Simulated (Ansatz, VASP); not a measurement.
# Al2As: VASP beside Ansatz

```xyz
6
Lattice="0.0000 3.7928 3.7928 3.7928 0.0000 3.7928 3.7928 3.7928 0.0000" Properties=species:S:1:pos:R:3 pbc="T T T"
Al    4.7410    4.7410    4.7410
Al    4.7410    2.8446    2.8446
Al    2.8446    4.7410    2.8446
Al    2.8446    2.8446    4.7410
As    0.0000    0.0000    0.0000
As    1.8964    1.8964    1.8964
```

Change from the starting cell: species swapped into the YbNi2 type (Fd-3m, No. 227).

Alike in both runs: functional PBE; k mesh 10 × 10 × 10; occupations gaussian, width 0.1 eV; no spin polarisation.

Ansatz relaxed the structure, and its values are those at the end. VASP's run is a single point on that final structure, the one shown.

|  | VASP | Ansatz |
| --- | --- | --- |
| version | VASP 6.6.1 | Ansatz 0.2.0 |
| potentials or method | VASP PAW PBE potentials, release 64 (Al, As) | scalar-relativistic, plane waves, PAW |
| plane-wave cutoff (eV) | 520 | 420 |
| valence electrons in the cell | 22 | 42 |

|  | VASP | Ansatz | Ansatz less VASP |
| --- | --- | --- | --- |
| gap on the k mesh at the Fermi level (eV) | none | none | - |
| pressure (GPa) | 0.0 | 0.0 | -0.01 |

A gap of «none» marks a metal or a gap that the smearing closes. The two sets of potentials don't hold the same shells in valence.
